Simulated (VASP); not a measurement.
# Os in VASP: work function with PBE

Aim: the work function of Os with PBE.

All numbers are computed with VASP 6.6.1; they aren't measurements. Logs are shortened: lines on timing, memory, paths and dates and some standing lists are left out, and cuts for length are marked.

## Step 1: The undisturbed slab

The cell holds a slab with vacuum, 5 atoms: a = 2.734 Å, b = 2.734 Å, c = 23.639 Å, α = 90.00°, β = 90.00°, γ = 120.00°.

The slab is cut from a database's or a generator's crystal, which needn't be the stable form of the element.

## Step 2: Work function, PBE (the (0 0 1) slab of Os, cut from the database cell, not relaxed)

Input file INCAR:

```
SYSTEM = Os
ALGO = Fast ; DIPOL = 0.5 0.5 0.500
EDIFF = 1E-6 ; ENCUT = 520
GGA = PE ; IDIPOL = 3
ISIF = 2 ; ISMEAR = 0
LASPH = .TRUE. ; LCHARG = .TRUE.
LDIPOL = .TRUE. ; LELF = .TRUE.
LREAL = .FALSE. ; LVACPOTAV = .TRUE.
LVHAR = .TRUE. ; LWAVE = .FALSE.
NELM = 60 ; PREC = Accurate
SIGMA = 0.05
```

Input file KPOINTS:

```
k-points
0
G
  11 11 1
  0 0 0
```

Input file POSCAR:

```
Os
1.0
    2.7340999755      0.0000000000      0.0000000000
   -1.3670499877      2.3678000353      0.0000000000
    0.0000000000      0.0000000000     23.6394000000
Os
5
Direct
    0.3333333333      0.6666666666      0.3172669357
    0.6666666667      0.3333333334      0.4086334679
    0.3333333333      0.6666666666      0.5000000000
    0.6666666667      0.3333333334      0.5913665321
    0.3333333333      0.6666666666      0.6827330643
```

Potentials or basis: VASP PAW PBE potentials, release 64 (Os).

The run is started by

```
$ cat potpaw_PBE.64/Os/POTCAR > POTCAR
$ mpirun -np 1 vasp_std > vasp.out
```

OUTCAR:

```text
SYSTEM = Os
   EDIFF = 1E-6
   ENCUT = 520
   GGA = PE
   ISIF = 2
   ISMEAR = 0
   LASPH = .TRUE.
   LREAL = .FALSE.
   NELM = 60
   PREC = Accurate

 ion  position               nearest neighbor table
   1  0.333  0.667  0.317-   2 2.68   2 2.68   2 2.68
   2  0.667  0.333  0.409-   3 2.68   3 2.68   3 2.68   1 2.68   1 2.68   1 2.68
   3  0.333  0.667  0.500-   2 2.68   4 2.68   2 2.68   4 2.68   2 2.68   4 2.68
   4  0.667  0.333  0.591-   3 2.68   3 2.68   3 2.68   5 2.68   5 2.68   5 2.68
   5  0.333  0.667  0.683-   4 2.68   4 2.68   4 2.68

  LATTYP: Found a hexagonal cell.
 ALAT       =     2.7340999755
 C/A-ratio  =     8.6461359174

  Lattice vectors:

 A1 = (   2.7340999755,   0.0000000000,   0.0000000000)
 A2 = (  -1.3670499877,   2.3678000353,   0.0000000000)
 A3 = (   0.0000000000,   0.0000000000,  23.6394000000)

Analysis of symmetry for initial positions (statically):
=====================================================================
 Subroutine PRICEL returns:
 Original cell was already a primitive cell.

 Routine SETGRP: Setting up the symmetry group for a
 hexagonal supercell.

 Subroutine GETGRP returns: Found 12 space group operations
 (whereof 12 operations were pure point group operations)
 out of a pool of 24 trial point group operations.

The static configuration has the point symmetry D_3h.

Analysis of symmetry for dynamics (positions and initial velocities):
=====================================================================
 Subroutine PRICEL returns:
 Original cell was already a primitive cell.

 Routine SETGRP: Setting up the symmetry group for a
 hexagonal supercell.

 Subroutine GETGRP returns: Found 12 space group operations
 (whereof 12 operations were pure point group operations)
 out of a pool of 24 trial point group operations.

The dynamic configuration has the point symmetry D_3h.

 Subroutine INISYM returns: Found 12 space group operations
 (whereof 12 operations are pure point group operations),
 and found     1 'primitive' translations

----------------------------------------------------------------------------------------

                                     Primitive cell

  volume of cell :     153.0368

  direct lattice vectors                    reciprocal lattice vectors
     2.734099975  0.000000000  0.000000000     0.365751073  0.211166480  0.000000000
    -1.367049988  2.367800035  0.000000000     0.000000000  0.422332961  0.000000000
     0.000000000  0.000000000 23.639400000     0.000000000  0.000000000  0.042302258

  length of vectors
     2.734099975  2.734099976 23.639400000     0.422332961  0.422332961  0.042302258

  position of ions in fractional coordinates (direct lattice)
     0.333333333  0.666666667  0.317266936
     0.666666667  0.333333333  0.408633468
     0.333333333  0.666666667  0.500000000
     0.666666667  0.333333333  0.591366532
     0.333333333  0.666666667  0.682733064

  ion indices of the primitive-cell ions
   primitive index   ion index
                 1           1
                 2           2
                 3           3
                 4           4
                 5           5

----------------------------------------------------------------------------------------

 KPOINTS: k-points

Automatic generation of k-mesh.
 Grid dimensions read from file:
 generate k-points for:   11   11    1

 Generating k-lattice:

  Cartesian coordinates                     Fractional coordinates (reciprocal lattice)
     0.033250098  0.019196953  0.000000000     0.090909091  0.000000000  0.000000000
     0.000000000  0.038393906  0.000000000     0.000000000  0.090909091  0.000000000
     0.000000000  0.000000000  0.042302258     0.000000000  0.000000000  1.000000000

  Length of vectors
     0.038393906  0.038393906  0.042302258

  Shift w.r.t. Gamma in fractional coordinates (k-lattice)
     0.000000000  0.000000000  0.000000000

 Subroutine IBZKPT returns following result:
 ===========================================

 Found     16 irreducible k-points:

 Following reciprocal coordinates:
            Coordinates               Weight
  0.000000  0.000000  0.000000      1.000000
  0.090909 -0.000000  0.000000      6.000000
  0.181818  0.000000  0.000000      6.000000
  0.272727  0.000000  0.000000      6.000000
  0.363636  0.000000  0.000000      6.000000
  0.454545 -0.000000  0.000000      6.000000
[... 8 lines left out ...]
  0.272727  0.272727  0.000000      6.000000
  0.363636  0.272727  0.000000      6.000000
   k-points           NKPTS =     16   k-points in BZ     NKDIM =     16   number of bands    NBANDS=     24
   number of dos      NEDOS =    301   number of ions     NIONS =      5
   total plane-waves  NPLWV =  72000
   dimension x,y,z NGX =    20 NGY =   20 NGZ =  180
   dimension x,y,z NGXF=    40 NGYF=   40 NGZF=  360
   ions per type =               5
   NGX,Y,Z   is equivalent  to a cutoff of  12.16, 12.16, 12.66 a.u.
   NGXF,Y,Z  is equivalent  to a cutoff of  24.32, 24.32, 25.32 a.u.
 SYSTEM =  Os
   PREC   = accura    normal or accurate (medium, high low for compatibility)
   ISTART =      0    job   : 0-new  1-cont  2-samecut
   ICHARG =      2    charge: 1-file 2-atom 10-const
   ISPIN  =      1    spin polarized calculation?
   LNONCOLLINEAR =      F non collinear calculations
   LSORBIT =      F    spin-orbit coupling
   LASPH  =      T    aspherical Exc in radial PAW
   ENCUT  =  520.0 eV  38.22 Ry    6.18 a.u.   5.08  5.08 43.95*2*pi/ulx,y,z
   NELM   =     60;   NELMIN=  2; NELMDL= -5     # of ELM steps
   EDIFF  = 0.1E-05   stopping-criterion for ELM
   LREAL  =      F    real-space projection
   EDIFFG = 0.1E-04   stopping-criterion for IOM
   NSW    =      0    number of steps for IOM
   IBRION =     -1    ionic relax: 0-MD 1-quasi-New 2-CG
   NFREE  =      0    steps in history (QN), initial steepest desc. (CG)
   ISIF   =      2    stress and relaxation
   ISYM   =      2    0-nonsym 1-usesym 2-fastsym
   POTIM  = 0.5000    time-step for ionic-motion
   TEBEG  =    0.0;   TEEND  =   0.0 temperature during run
   PSTRESS=    0.0 pullay stress
   NELECT =      40.0000    total number of electrons
   NUPDOWN=      -1.0000    fix difference up-down
   EMIN   =  10.00;   EMAX   =-10.00  energy-range for DOS
   EFERMI =   0.00;   METHOD = LEGACY
   ISMEAR =     0;   SIGMA  =   0.05  broadening in eV -4-tet -1-fermi 0-gaus
   EFERMI_NEDOS =   21; number of points for ismear=-14 and -15
   IALGO  =     68    algorithm
   IMIX   =      4    mixing-type and parameters
     AMIX     =   0.40;   BMIX     =  1.00
     AMIX_MAG =   1.60;   BMIX_MAG =  1.00
  volume/ion in A,a.u.               =      30.61       206.55
  Fermi-wavevector in a.u.,A,eV,Ry     =   1.046718  1.978010 14.906785  1.095618
  Thomas-Fermi vector in A             =   2.181568
   LORBIT       =      0    0 simple, 1 ext, 2 COOP (PROOUT), +10 PAW based schemes
   GGA     = PE    functional components
   LHFCALC =     F    Hartree Fock is set to
   AEXX    =    0.0000 exact exchange contribution
   IVDW    =     0    specifies the selected vdW correction
   LEPSILON=     F    determine dielectric tensor
   LRPA    =     F    only Hartree local field effects (RPA)
 non-spin polarized calculation
 RMM-DIIS sequential band-by-band and
 Gauss-broadening in eV      SIGMA  =   0.05
  energy-cutoff  :      520.00
  volume of cell :      153.04
 maximum number of plane-waves:      4151
   NGX = 11   NGY = 11   NGZ = 87

 dipolmoment           0.000000      0.000000      0.000000 electrons x Angstroem

 number of electron      39.9999999 magnetization

 dipolmoment           0.000000      0.000000     -0.000000 electrons x Angstroem

 Free energy of the ion-electron system (eV)
  ---------------------------------------------------
  ext. energy  EPLUGINS =         0.00000000
  ---------------------------------------------------
  free energy    TOTEN  =       -53.77506280 eV

  energy without entropy =      -53.76973602  energy(sigma->0) =      -53.77239941

 E-fermi :   1.4784     XC(G=0):  -7.3180

 val. band max:        1.4650394678   @ k =   0.0000   0.0000   0.0000
 cond. band min:       1.4873167388   @ k =   0.1818   0.0909   0.0000
 fundamental gap:      0.0222772710
 Fermi energy:         1.4783998714

 k-point     1 :       0.0000    0.0000    0.0000
  band No.  band energies     occupation
      1      -9.0807      2.00000
      2      -7.9418      2.00000
      3      -6.6426      2.00000
      4      -6.0985      2.00000
      5      -5.9809      2.00000
      6      -1.8135      2.00000
[... 16 lines left out ...]
     23       1.4650      1.29449
     24       1.7854      0.00000

 k-point     2 :       0.0909   -0.0000    0.0000
  band No.  band energies     occupation
      1      -8.7557      2.00000
      2      -7.6300      2.00000
      3      -6.3255      2.00000
      4      -5.7942      2.00000
      5      -5.6494      2.00000
      6      -2.2707      2.00000
[... 16 lines left out ...]
     23       1.0009      2.00000
     24       1.3699      1.99786

 k-point     3 :       0.1818    0.0000    0.0000
  band No.  band energies     occupation
      1      -7.8712      2.00000
      2      -6.8257      2.00000
      3      -5.5566      2.00000
      4      -5.0862      2.00000
      5      -4.8293      2.00000
      6      -2.9834      2.00000
[... 16 lines left out ...]
     23       0.8772      2.00000
     24       1.3132      2.00000
[... 298 lines left out ...]
 k-point    15 :       0.2727    0.2727    0.0000
  band No.  band energies     occupation
      1      -4.8378      2.00000
      2      -4.7226      2.00000
      3      -4.4186      2.00000
      4      -4.3151      2.00000
      5      -3.7389      2.00000
      6      -3.4626      2.00000
[... 16 lines left out ...]
     23       2.9588      0.00000
     24       3.7791      0.00000

 k-point    16 :       0.3636    0.2727    0.0000
  band No.  band energies     occupation
      1      -4.8592      2.00000
      2      -4.5795      2.00000
      3      -4.2331      2.00000
      4      -3.9768      2.00000
      5      -3.7840      2.00000
      6      -3.5228      2.00000
[... 16 lines left out ...]
     23       2.9471      0.00000
     24       3.2607      0.00000

------------------------ aborting loop because EDIFF is reached ----------------------------------------

  FORCE on cell =-STRESS in cart. coord.  units (eV):
  Direction    XX          YY          ZZ          XY          YZ          ZX
  --------------------------------------------------------------------------------------
  -------------------------------------------------------------------------------------
  Total       -2.3269618     -2.3269618     -0.8830734     -0.0000000      0.0000000      0.0000000
  in kB      -24.3614976    -24.3614976     -9.2450976     -0.0000000      0.0000000      0.0000000
  external PRESSURE =     -19.3226976 kB  Pullay stress =       0.0000000 kB

 VOLUME and BASIS-vectors are now :
 -----------------------------------------------------------------------------
  energy-cutoff  :      520.00
  volume of cell :      153.04
      direct lattice vectors                 reciprocal lattice vectors
     2.734099975  0.000000000  0.000000000     0.365751073  0.211166480  0.000000000
    -1.367049988  2.367800035  0.000000000     0.000000000  0.422332961  0.000000000
     0.000000000  0.000000000 23.639400000     0.000000000  0.000000000  0.042302258

 POSITION                                       TOTAL-FORCE (eV/Angst)
 -----------------------------------------------------------------------------------
      0.00000      1.57853      7.50000         0.000000     -0.000000      0.611894
      1.36705      0.78927      9.65985        -0.000000     -0.000000     -1.034319
      0.00000      1.57853     11.81970        -0.000000     -0.000000      0.000000
      1.36705      0.78927     13.97955        -0.000000      0.000000      1.034319
      0.00000      1.57853     16.13940         0.000000     -0.000000     -0.611894
 -----------------------------------------------------------------------------------
    total drift:                                0.000000     -0.000000     -0.000000

  FREE ENERGIE OF THE ION-ELECTRON SYSTEM (eV)
  ---------------------------------------------------
  free  energy   TOTEN  =       -53.7750627954 eV

  energy  without entropy=      -53.7697360192  energy(sigma->0) =      -53.77239941

 vacuum level on the upper side and lower side of the slab         6.788         6.788
```

Run time: 1.9 min. Hardware: 1 thread of Intel Xeon Platinum 8559C (Emerald Rapids), shared host; peak memory 0.27 GiB.

Results:

| Quantity | Value |
| --- | --- |
| Free energy | -53.7751 eV |
| Largest force | 1.034 eV/Å |
| Work function of the upper face | 5.31 eV |
| Work function of the lower face | 5.31 eV |

Forces in eV/Å, atoms in the order of the input:
```
Os   0.000  0.000  0.612
Os   0.000  0.000 -1.034
Os   0.000  0.000  0.000
Os   0.000  0.000  1.034
Os   0.000  0.000 -0.612
```

Caveat: the bands computed are all filled at some k points, so no gap is given. The run has no spin-orbit coupling, so splittings on Os are missing.
